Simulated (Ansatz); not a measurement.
AlN (P6_3mc) under pressure

```
CELL_PARAMETERS angstrom
3.11383 0.00000 0.00000
-1.55691 2.69666 0.00000
0.00000 0.00000 4.98285
ATOMIC_POSITIONS crystal
Al 0.33333 0.66667 0.99899
Al 0.66667 0.33333 0.49899
N 0.33333 0.66667 0.38101
N 0.66667 0.33333 0.88101
```

This is the zero-pressure cell under PBEsol. Cell and atoms are relaxed by PAW (default files of Ansatz 0.2.0, cutoff 420 eV, stress met within about 0.05 GPa) at each pressure, in this structure whether or not another phase would take over; P is the pressure reached, less that of this cell. Levels come from PBEsol, all-electron LAPW in Ansatz 0.2.0, scalar-relativistic; k mesh 8×8×6, fixed occupations, basis error target 0.5 meV/atom. Conduction levels are in eV over the valence top (at Γ), at fixed fractional wave vectors («min» is a refined band extremum of the unstrained crystal off the named points). Zone-centre phonons come from finite displacements by PAW, without the LO-TO term.

```tsv
P (GPa)	V/V₀	c/a	Γ	min (oblique)	K ⊥ z	L (oblique)	E2 (cm⁻¹)	B1 (cm⁻¹)
-2.02	1.0104	1.6015	4.021	4.789	4.888	5.139	235.0	704.2
0.00	1.0000	1.6002	4.105	4.817	4.891	5.171	235.0	712.3
1.93	0.9906	1.5994	4.185	4.843	4.894	5.200	234.8	719.9
3.97	?	?	?	?	?	?	?	?
6.97	0.9678	1.5965	4.377	4.905	4.899	5.271	234.7	738.7
9.97	0.9554	1.5947	4.484	4.939	4.902	5.309	234.6	749.5
14.97	0.9362	1.5915	4.651	4.990	4.904	5.369	234.4	766.8
```

Problem. Fit the third-order Birch-Murnaghan equation to the rows shown.

Solution. With f = [(V₀/V)^(2/3) − 1]/2, the normalised pressure F = P/[3f(1 + 2f)^(5/2)] is 200.2 GPa at f = -0.0034, 200.4 GPa at f = 0.0032, 199.6 GPa at f = 0.0110, 199.4 GPa at f = 0.0154, 199.0 GPa at f = 0.0225. The line F = B₀[1 + (3/2)(B′ − 4)f] gives B₀ = 200.2 GPa and B′ = 3.8.

Problem. What are the volume deformation potentials and pressure coefficients of these levels at zero pressure?

Solution. 

```csv
level,dE/dlnV (eV),dE/dP = −(dE/dlnV)/B₀ (meV/GPa),mean slope up to 1.9 GPa (meV/GPa)
Γ,-8.27,41.3,41.1
min (oblique),-2.74,13.7,13.6
K ⊥ z,-0.31,1.6,1.5
L (oblique),-3.10,15.5,15.4
```

dE/dlnV is the slope of a cubic fit in ln V at V₀. The last column is read from two rows and shows how the slope bends with pressure.

Problem. What mode Grüneisen parameters follow?

Solution. γ = −d ln ω/d ln V at V₀ from a quadratic fit in ln V: E2 -0.03, B1 1.11.

Problem. What belongs in the row at 3.97 GPa?

Solution. The fits give V/V₀ = 0.9810 and Γ = 4.264 eV. Computed: V/V₀ = 0.9810, c/a = 1.5982, Γ = 4.264, min (oblique) = 4.869, K ⊥ z = 4.896, L (oblique) = 5.230, E2 (cm⁻¹) = 234.8, B1 (cm⁻¹) = 727.6.

Limits of these numbers: no other phase was computed; many crystals of this kind change structure within this range, and rows or crossings beyond such a change describe a metastable lattice; the frozen-core PAW files of the relaxations were fitted under PBE, their cores solved anew for this functional; semilocal gaps are low, and the spacing of valleys can be off by tenths of an eV; levels are read at fixed fractional k, so an edge that moves off these points is missed.
